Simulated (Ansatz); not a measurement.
**NaI: a single-point run**

Wanted: a converged single-point run for NaI, and a check of what comes out. The structure is shown as the input types it. The cell is built on a prototype (CsCl type) and needn't be the phase found in nature.

Method: density functional or hybrid calculation with the settings of its input, plane waves (as first typed), in Ansatz 0.2.0.

4 further runs of the same task are left out: 4 that didn't finish.

## (1) The structure to begin with

Symmetry: Pm-3m, No. 221, cubic system. The conventional cell has a = 4.041 Å, b = 4.041 Å, c = 4.041 Å, α = 90.00°, β = 90.00°, γ = 90.00°. Na (site symmetry m-3m) is surrounded by 8 I at 3.50 Å. I (site symmetry m-3m) is surrounded by 8 Na at 3.50 Å.

As a file:

```xyz
2
Lattice="4.0405 0.0000 0.0000 0.0000 4.0405 0.0000 0.0000 0.0000 4.0405" Properties=species:S:1:pos:R:3 pbc="T T T"
Na    0.0000    0.0000    0.0000
I     2.0203    2.0203    2.0203
```

## (2) The run

Input file input.yaml:

```yaml
crystal:
  lattice:
    - [4.0405366932, 0.0, 0.0]
    - [0.0, 4.0405366932, 0.0]
    - [0.0, 0.0, 4.0405366932]
  atoms:
    - { symbol: Na, position: [0.0, 0.0, 0.0] }
    - { symbol: I, position: [0.5, 0.5, 0.5] }
kpoints:
  mp_grid: { grid: [4, 4, 4] }
hamiltonian:
  xc: hse6
scf:
  occupations: { method: fixed }
  n_extra_bands: 4
output:
  forces: true
  stress: true
  eigenvalues: true
```

Run with:

```bash
ansatz run input.yaml --threads 4 --pin off --max-ram 3686MiB --backend cpu --events-out ev --progress --plain --runs-dir out
```

Q: Will this input give a usable result? If not, why, and what should change?

Nothing was computed: the input was turned down at the start. Its message: «line 12 column 7: hamiltonian.xc: unknown variant `hse6`, expected one of `lda`, `lda-pw`, `pw92`, `pbe`, `pbesol`, `rpbe`, `revpbe`, `blyp`, ...»

Look at the input: hamiltonian.xc is hse6. The functional or method isn't one that the program knows by that name.

Fix: set hamiltonian.xc to pbesol. Any name on the list would pass the check; a listed functional of a like name need not be the same functional.
